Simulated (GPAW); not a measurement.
Cd in GPAW: convergence with k mesh

Cd:

```
CELL_PARAMETERS angstrom
2.97887 0.00000 0.00000
-1.48944 2.57978 0.00000
0.00000 0.00000 5.61765
ATOMIC_POSITIONS crystal
Cd 0.66667 0.33333 0.75000
Cd 0.33333 0.66667 0.25000
```

| Item | Value |
| --- | --- |
| Program | GPAW 26.7.0 |
| Task | convergence study |
| Functional | r2SCAN |
| Potentials or basis | GPAW PAW data sets (gpaw-data 1.2.1) |
| Cutoff | 600 eV |
| Basis | pw |
| k mesh | 2 × 2 × 1 |
| Occupations | fermi-dirac, width 0.05 eV |
| Spin | no spin polarisation |

These are the settings of the first run; the series varies k mesh, with any setting tied to it.

Hardware: 1 thread of Arm Neoverse V2, on a shared host.

```tsv
k mesh	energy less the tightest run, at zero smearing (meV/atom)	pressure (GPa)	SCF cycles	CPU time (s)	peak memory (GiB)
2 × 2 × 1	798.20	5.09	13	6.1	0.22
3 × 3 × 2	252.15	4.26	13	12	0.23
4 × 4 × 2	-131.11	-1.39	12	14	0.23
5 × 5 × 3	6.32	0.68	12	20	0.23
7 × 7 × 3	-38.91	0.05	12	32	0.23
8 × 8 × 4	0.66	0.34	12	55	0.24
9 × 9 × 5	-2.76	0.35	12	75	0.26
11 × 11 × 5	0.00	0.28	12	100	0.27
```

Against the tightest run, the pressure stays within 0.1 GPa from 8 × 8 × 4 on. Not settled before the last step: the energy (to 1 meV/atom). Meshes of other sizes hit other points, so gaps and Fermi surfaces needn't settle smoothly. The tightest run that finished is the yardstick and may itself not be fully converged.

Caveat, for the tightest run too: the PAW data sets were made with another functional, which shifts forces and pressure a little.
